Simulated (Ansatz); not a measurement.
input.yaml

```yaml
crystal:
  lattice:
    - [0.0, 2.78116592, 2.78116592]
    - [2.78116592, 0.0, 2.78116592]
    - [2.78116592, 2.78116592, 0.0]
  atoms:
    - { symbol: Li, position: [0.25, 0.25, 0.25] }
    - { symbol: Li, position: [0.75, 0.75, 0.75] }
    - { symbol: S, position: [0.0, 0.0, 0.0] }
basis:
  ecutwfc: 420
kpoints:
  mp_grid: { grid: [8, 8, 8] }
hamiltonian:
  xc: pbesol
scf:
  occupations: { method: gaussian, width: 0.02 }
output:
  forces: true
  stress: true
  eigenvalues: true
  populations: true
```

Run as
```bash
ansatz run input.yaml --threads 1 --pin off --max-ram 1331MiB --backend cpu --events-out ev --progress --plain --runs-dir out
```

The calculation used DFT PBEsol, scalar-relativistic, plane waves, PAW (Ansatz 0.2.0).

Part of what the program printed, abridged:

```
Pseudopotentials: kind: paw
Pseudopotential: Li, paw, valence charge 3, recommended cutoff 420 eV (normal)
Pseudopotential: S, paw, valence charge 6, recommended cutoff 420 eV (normal)
Functional definition: PBEsol
Crystal: 3 atoms, lattice volume = 43.024 Å³
Basis set: ecut = 420 eV, 869 PW (Γ), exchange–correlation on 54×54×54 points (8 copies of the dense FFT grid, shifted against one another)
Bands: 10, of which v1, the nominal top of the filled ones, is band 6 counted from 1 (5 counted from 0)
Symmetry: 48 space group operations
Space group: Fm-3m (ITA 225), of the structure as read, at distance tolerance 3.5e-5 Å
k-points: 29 of 512
Initial density: superposition of atomic densities (neutral atoms: chi_scale 0, normalization atom), corrected by the library's trained network
Initial wavefunctions: pseudopotential atomic-orbital guess
Functional: x = pbesol(κ = 0.804, μ = 0.12345679), c = pbesol(β = 0.046)
SCF iter   1: F=—  HF=-1294.950146 eV  |F-HF|=—  |Δ(HF+E_count)|=         —  Δρ=3.32e-3  dr2=6.67e-3  ethr=1.77e-3  ⟨swp⟩=5.1  Hψ=1830  notcnv=0
SCF iter   2: F=—  HF=-1294.946561 eV  |F-HF|=—  |Δ(HF+E_count)|=   3.59e-3  Δρ=1.07e-3  dr2=2.46e-4  ethr=5.56e-5  ⟨swp⟩=2.7  Hψ=736  notcnv=0
SCF iter   3: F=—  HF=-1294.946372 eV  |F-HF|=—  |Δ(HF+E_count)|=   1.89e-4  Δρ=3.00e-4  dr2=2.72e-5  ethr=2.05e-6  ⟨swp⟩=2.0  Hψ=456  notcnv=0
SCF iter   4: F=—  HF=-1294.946313 eV  |F-HF|=—  |Δ(HF+E_count)|=   5.92e-5  Δρ=4.53e-5  dr2=4.80e-7  ethr=2.26e-7  ⟨swp⟩=2.9  Hψ=454  notcnv=0
SCF iter   5: F=-1294.946313 eV  HF=-1294.946313 eV  |F-HF|=1.25e-8  |Δ(HF+E_count)|=   2.80e-7  Δρ=4.90e-6  dr2=1.67e-8  ethr=4.00e-9  ⟨swp⟩=2.3  Hψ=472  notcnv=0
SCF iter   6: F=-1294.946313 eV  HF=-1294.946313 eV  |F-HF|=8.69e-11  |Δ(HF+E_count)|=   5.69e-9  Δρ=6.09e-7  dr2=1.68e-10  ethr=1.39e-10  ⟨swp⟩=1.9  Hψ=930  notcnv=0
SCF 1 converged in 6 iterations: F = -1294.946313 eV  dr2 = 1.68e-10
SCF converged after 6 iterations
Free energy (F): -1294.946313 eV
Harris-Foulkes:  -1294.946313 eV  (|F-HF|=8.69e-11)
Internal energy: -1294.946313 eV  (E = F + TS)
E sigma→0 (E₀):  -1294.946313 eV
Fermi energy:    4.392037 eV
--- Per-component energies (eV) ---
  E_band       = -170.278021
  E_kinetic    = 153.849683
  E_local      = -355.073791  (includes V_loc(G=0)·N_el)
  E_nonlocal   = -37.618943
  E_hartree    = 107.293882
  E_xc         = -119.301092
  E_vxc        = -117.504370  (∫ρ·V_xc dr)
  E_paw        = -623.562890  (= ΣΔE_a)
  E_vpaw       = -28.518295  (= ΣTr[D̂ρ^β])
  E_aug_tail   = 0.000034  (compensation charges beyond the density's cutoff)
  E_ewald      = -420.595145
  E_core_change = 0.061949  (= ΣΔE_core)
  E_smearing   =  0.000000  (= −TS)
--- Forces (eV/Å), atoms counted from 1 ---
  atom   1  Li     0.00000000     0.00000000     0.00000000
  atom   2  Li     0.00000000     0.00000000     0.00000000
  atom   3  S      0.00000000     0.00000000     0.00000000
--- Stress (GPa, compression-positive) ---
        2.294812       0.000000       0.000000
        0.000000       2.294812       0.000000
        0.000000       0.000000       2.294812
  P = ⅓ Tr σ = 2.2948 GPa (22.948 kbar)
--- Band table (eV; the first three rows and the last of 29) ---
  k-point 0: bands = ["-40.5829", "-40.5227", "-8.4079", "2.8111", "2.8111", "2.8111", "7.2838", "8.9601", "8.9601", "8.9601"]
  k-point 1: bands = ["-40.5804", "-40.5248", "-8.3440", "2.1494", "2.7108", "2.7108", "7.7196", "9.2140", "9.2140", "9.3802"]
  k-point 2: bands = ["-40.5734", "-40.5308", "-8.1786", "0.9492", "2.4961", "2.4961", "8.3693", "9.5508", "9.5508", "10.3583"]
  k-point 28: bands = ["-40.5510", "-40.5510", "-7.7542", "0.8070", "0.8070", "0.8107", "8.2324", "10.2131", "11.8755", "11.8755"]
--- Löwdin populations: 3 sites ---
  site symbol q [e]
     0     Li      2.3573
     1     Li      2.3573
     2      S      7.1330
  spilling = 0.012697 (of n_electrons = 12.000000)
```

Self-consistency was reached.